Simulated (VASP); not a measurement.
CdSe (Cadmoselite) under changes of volume

One of the cells (28.665 Å³/atom); the others are scaled copies at fixed shape and fractional positions:

```
Cd Se
1.0
     4.32848    0.00000    0.00000
    -2.16424    3.74857    0.00000
     0.00000    0.00000    7.06649
Cd Se
2 2
Direct
  0.66667 0.33333 0.50000
  0.33333 0.66667 0.00000
  0.66667 0.33333 0.88500
  0.33333 0.66667 0.38500
```

| Property | Result |
| --- | --- |
| Program | VASP 6.6.1 |
| Functional | PBE |
| Potentials or basis | VASP PAW PBE potentials, release 64 (Cd, Se) |
| Cutoff | 520 eV |
| k mesh | 7 × 7 × 4 |
| Occupations | fermi-dirac, width 0.05 eV |
| Spin | no spin polarisation |

| volume (Å³/atom) | energy over the lowest point (meV/atom) | pressure (GPa) | gap on the mesh (eV) | largest force (eV/Å) |
| --- | --- | --- | --- | --- |
| 26.416 | ? | ? | ? | ? |
| 26.978 | 50.71 | 6.0 | 0.79 | 0.337 |
| 27.540 | 32.16 | 4.6 | 0.75 | 0.313 |
| 28.665 | 8.55 | 2.2 | 0.66 | 0.271 |
| 29.227 | 2.59 | 1.2 | 0.62 | 0.252 |
| 29.789 | 0.00 | 0.3 | 0.57 | 0.234 |

Problem. What does the run at 26.416 Å³/atom give?

Solution. Energy over the lowest point 74.46 meV/atom; pressure 7.6 GPa; gap on the mesh 0.84 eV; largest force 0.362 eV/Å.

Worked out: A Birch-Murnaghan fit of order 3 (a polynomial in V^(-2/3)) to the other rows has its minimum at 29.98 Å³/atom, just outside them, with B0 = V·E''(V) = 44 GPa and B' = 4.7 at fixed shape and positions, which overstates the stiffness. It gives 74.46 meV/atom at 26.416 Å³/atom, against the run's 74.46, and -dE/dV = 7.6 GPa, against 7.6. A straight line through the other rows of the gap, of slope -2.21 eV per unit of ln V (its deformation potential), extrapolates to 0.84 eV, against the run's 0.84.

Energies are extrapolated to zero smearing.

Spin-orbit coupling on Cd, Se is left out.
